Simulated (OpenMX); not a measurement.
BN under changes of volume

One of the cells (5.959 Å³/atom); the others are scaled copies at fixed shape and fractional positions:

```
N B
1.0
     0.00000    1.81300    1.81300
     1.81300    0.00000    1.81300
     1.81300    1.81300    0.00000
N B
1 1
Direct
  0.25000 0.25000 0.25000
  0.00000 0.00000 0.00000
```

The cell is a database's computed one.

* Program: OpenMX 3.8.5
* Functional: PBE
* Potentials or basis: OpenMX 2013 PBE set, N6.0-s2p2, B7.0-s2p2, fixed grid of 25 × 25 × 25 points
* k mesh: 13 × 13 × 13
* Occupations: fermi-dirac, width 0.05 eV
* Spin: no spin polarisation

| volume (Å³/atom) | energy over the lowest point (meV/atom) | gap on the mesh (eV) |
| --- | --- | --- |
| 5.602 | 40.88 | 7.08 |
| 5.721 | 21.21 | 6.99 |
| 5.840 | ? | ? |
| 5.959 | 1.34 | 6.82 |
| 6.078 | 0.00 | 6.74 |
| 6.198 | 3.75 | 6.66 |
| 6.317 | 12.18 | 6.59 |

Q: What does the run at 5.840 Å³/atom give?

A: Energy over the lowest point 8.21 meV/atom; gap on the mesh 6.90 eV.

Worked out: A Birch-Murnaghan fit of order 3 (a polynomial in V^(-2/3)) to the other rows has its minimum at 6.05 Å³/atom with B0 = V·E''(V) = 355 GPa and B' = 3.6. It gives 8.23 meV/atom at 5.840 Å³/atom, against the run's 8.21. A straight line through the other rows of the gap, of slope -4.1 eV per unit of ln V, gives 6.91 eV, against the run's 6.90.

Energies are extrapolated to zero smearing.

Caveats: an odd mesh through Γ misses points on the zone boundary, where band edges often lie; the basis of atomic orbitals isn't converged, which shifts pressures, moduli and gaps.
